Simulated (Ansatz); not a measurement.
Crystal: Re.

```
Re
1.0
     2.76080    0.00000    0.00000
    -1.38040    2.39092    0.00000
     0.00000    0.00000    4.45820
Re
2
Direct
  0.66667 0.33333 0.75000
  0.33333 0.66667 0.25000
```

Base run:

- Program: Ansatz 0.2.0
- Functional: PBEsol
- Potentials or basis: all-electron LAPW, scalar-relativistic
- Cutoff: 281 eV (chosen from the basis error)
- Basis error allowed: 0.001 eV/atom
- k mesh: 11 × 11 × 6
- Occupations: fermi-dirac, width 0.05 eV
- Spin: no spin polarisation

Its results: pressure -4.1 GPa.

Task: The run is repeated on the same cell with these changes: functional from PBEsol to revPBE. What comes out?

Result: Pressure 8.9 GPa.

revPBE binds less tightly than PBEsol, so the same cell stands under more pressure.
